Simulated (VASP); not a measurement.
Input of a VASP 6.6.1 run:

File INCAR:

```
PREC     = Accurate       # precision mode
ENCUT    = 520            # plane-wave cutoff, eV
EDIFF    = 1E-7           # SCF threshold, eV
ISMEAR   = 0              # smearing method
SIGMA    = 0.1            # smearing width, eV
LREAL    = F              # projectors in reciprocal space
LASPH    = T              # aspherical terms in the spheres
NELM     = 60             # most SCF steps
ALGO     = Normal         # electronic algorithm
ISIF     = 3              # what is computed and relaxed
LWAVE    = F              # write WAVECAR
LCHARG   = F              # write CHGCAR
GGA      = PS             # functional
IBRION   = 2              # ionic algorithm
NSW      = 80             # ionic steps
EDIFFG   = -0.002         # ionic threshold
PSTRESS  = 1250.0
```

The input KPOINTS:

```
regular mesh
0
Gamma
  6 6 6
```

Contents of POSCAR:

```
Se                                      
1.0
    1.9194031371      1.1081679241      0.9290575893
   -1.9194031371      1.1081679241      0.9290575893
    0.0000000000     -2.2163358483      0.9290575893
  Se            
     1
Direct
     0.0000000000000000    0.0000000000000000    0.0000000000000000
```

Potentials or basis: VASP PAW PBE potentials, release 64 (Se).

The run is started by

```sh
$ cat potpaw_PBE.64/Se/POTCAR > POTCAR
$ mpirun -np 1 vasp_std > vasp.out
```

(1) What does it give for the band gap on the k mesh?

Results:

(1) none (metal or under the smearing width).

Caveat: the k mesh is coarse (spacing up to 0.49 Å⁻¹), so the values aren't converged; the cell is relaxed towards a set pressure, so the enthalpy falls and the energy may rise.
